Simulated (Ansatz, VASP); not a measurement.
GaP in VASP and in Ansatz

The input INCAR:

```
SYSTEM = GaP
ALGO = Fast ; EDIFF = 1E-7
ENCUT = 520 ; GGA = PS
ISIF = 2 ; ISMEAR = 0
LASPH = .TRUE. ; LCHARG = .FALSE.
LREAL = .FALSE. ; LWAVE = .FALSE.
NBANDS = 26 ; NELM = 100
PREC = Accurate ; SIGMA = 0.05
```

KPOINTS

```
k-points
0
G
  9 9 9
  0 0 0
```

Contents of POSCAR:

```
GaP
1.0
    1.7875739614      1.0320563078      6.4308101003
   -1.7875739614      1.0320563078      6.4308101003
    0.0000000000     -2.0641126157      6.4308101003
Ga P
2 2
Direct
    0.4353720000      0.4353720000      0.4353720000
    0.5646280000      0.5646280000      0.5646280000
    0.0573890000      0.0573890000      0.0573890000
    0.9426110000      0.9426110000      0.9426110000
```

Input for Ansatz:

```yaml
crystal:
  lattice:
    - [1.7875739614, 1.0320563078, 6.4308101003]
    - [-1.7875739614, 1.0320563078, 6.4308101003]
    - [0.0, -2.0641126157, 6.4308101003]
  atoms:
    - { symbol: Ga, position: [0.435372, 0.435372, 0.435372] }
    - { symbol: Ga, position: [0.564628, 0.564628, 0.564628] }
    - { symbol: P, position: [0.057389, 0.057389, 0.057389] }
    - { symbol: P, position: [0.942611, 0.942611, 0.942611] }
basis:
  ecutwfc: 420
kpoints:
  mp_grid: { grid: [9, 9, 9] }
hamiltonian:
  xc: pbesol
scf:
  occupations: { method: gaussian, width: 0.05 }
output:
  forces: true
  stress: true
  eigenvalues: true
```

Change from the starting cell: strain -0.080 along x and y, +0.000 along z, atoms carried along.

Alike in both runs: task single point; functional PBEsol; k mesh 9 × 9 × 9; occupations gaussian, width 0.05 eV; no spin polarisation.

|  | VASP | Ansatz |
| --- | --- | --- |
| version | VASP 6.6.1 | Ansatz 0.2.0 |
| potentials or method | VASP PAW PBE potentials, release 64 (Ga_d, P) | scalar-relativistic, plane waves, PAW |
| plane-wave cutoff (eV) | 520 | 420 |
| valence electrons in the cell | 36 | 36 |

|  | VASP | Ansatz | Ansatz less VASP |
| --- | --- | --- | --- |
| gap on the k mesh at the Fermi level (eV) | 0.26 | 0.26 | -0.006 |
| least direct gap on the mesh (eV) | 0.89 | 0.87 | -0.013 |
| pressure (GPa) | 13.6 | 13.8 | +0.13 |
| largest component of the traceless stress (GPa) | 12.84 | 12.87 | +0.025 |
| rms of the force components (eV/Å) | 0.573 | 0.576 | +0.0037 |

Atom by atom the forces differ by 0.005 eV/Å (rms over components). With one functional, cell and mesh, what is left measures potentials, basis and numerics.

Caveats: the PAW data sets were made with another functional, which shifts forces and pressure a little (VASP); an odd mesh through Γ misses points on the zone boundary, where band edges often lie.
